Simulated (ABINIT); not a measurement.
Here is an ABINIT 10.8.3 (patched build) calculation.

File run.abi:

```
# Datasets
ndtset 2

# Pseudopotentials
pp_dirpath "./"
pseudos "Pb.upf"

# Structure
acell 3*1.0 Angstrom
rprim
     3.0386068135    -1.7503199600     0.0000000000
     3.0386068135     1.7503199600     0.0000000000
    -2.1154626375     0.0000000000     6.0952248674
ntypat 1
znucl 82
natom 2
typat 1 1
chkprim 0
chksymtnons 0
tolsym 1.0e-6
xred
   0.9085084100   0.9085084100   0.7262922000
   0.0914915900   0.0914915900   0.2737078000

# Plane-wave basis
ecut 28.0

# k points
ngkpt 12 12 6
nshiftk 1
shiftk 0.0 0.0 0.0

# Exchange and correlation
ixc 7

# Bands and occupations
nband 22
occopt 4
tsmear 0.1 eV

# SCF cycle
nstep 80

# Output
prteig 0
prtebands 0
prtwf 0
prtden 0
prtpot 0

# Dataset 1: ground state
kptopt1 1
tolvrs1 1.0e-15
prtwf1 1
tolwfr1 1.0e-14
nbdbuf1 4
nline1 6

# Dataset 2: response at q = 0 to atomic displacements
rfphon2 1
rfatpol2 1 2
rfdir2 1 1 1
getwfk2 1
kptopt2 2
nqpt2 1
qpt2 0.0 0.0 0.0
tolvrs2 1.0e-8
```

The input mrgddb.in:

```
merged_DDB
Pb
2
runo_DS1_DDB
runo_DS2_DDB
```

File anaddb.abi:

```
ddb_filepath "merged_DDB"
output_file "anaddb.abo"
outdata_prefix "ana"
asr 2
chneut 0
dipdip 0
dieflag 0
enunit 0
eivec 1
nph1l 1
qph1l 0.0 0.0 0.0 1.0
```

Potentials or basis: PseudoDojo NC SR LDA v0.4.1 standard.

Launch:

```bash
$ mpirun --bind-to none -np 4 abinit run.abi > log 2>&1
$ mrgddb < mrgddb.in > mrgddb.log 2>&1
$ anaddb anaddb.abi > anaddb.log 2>&1
```

(1) Estimate the highest phonon frequency at Γ.

(2) Estimate the band gap on the k mesh.

(3) Estimate the pressure.

(4) Estimate the largest force.

Results:

(1) 77 cm⁻¹.

(2) none (metal or under the smearing width).

(3) -3.0 GPa.

(4) 0.090 eV/Å.

Caveat: the atoms weren't relaxed first, which shifts response properties.
